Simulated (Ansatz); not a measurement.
# Mg under changes of volume

One of the cells (23.237 Å³/atom); the others are scaled copies at fixed shape and fractional positions:

```xyz
2
Lattice="3.2093 0.0000 0.0000 -1.6046 2.7793 0.0000 0.0000 0.0000 5.2103" Properties=species:S:1:pos:R:3 pbc="T T T"
Mg    1.6047    0.9264    3.9077
Mg    0.0000    1.8529    1.3026
```

```yaml
Program: Ansatz 0.2.0
Functional: LDA
Potentials_or_basis: all-electron LAPW, scalar-relativistic
Cutoff: 104 eV (chosen from the basis error)
Basis_error_allowed: 0.001 eV/atom
k_mesh: 10 × 10 × 5
Occupations: fermi-dirac, width 0.05 eV
Spin: no spin polarisation
```

```tsv
volume (Å³/atom)	energy over the lowest point (meV/atom)	pressure (GPa)
21.843	0.00	-0.3
22.308	?	?
22.772	6.27	-1.8
23.237	12.29	-2.4
23.702	19.97	-2.9
24.167	29.14	-3.4
24.631	39.65	-3.8
```

**Question.** What does the run at 22.308 Å³/atom give?

**Answer.** Energy over the lowest point 2.10 meV/atom; pressure -1.1 GPa.

Worked out: A Birch-Murnaghan fit of order 3 (a polynomial in V^(-2/3)) to the other rows has its minimum at 21.64 Å³/atom, just outside them, with B0 = V·E''(V) = 38 GPa and B' = 3.9 at fixed shape and positions, which overstates the stiffness. It gives 2.11 meV/atom at 22.308 Å³/atom, against the run's 2.10, and -dE/dV = -1.1 GPa, against -1.1.

Energies are extrapolated to zero smearing.
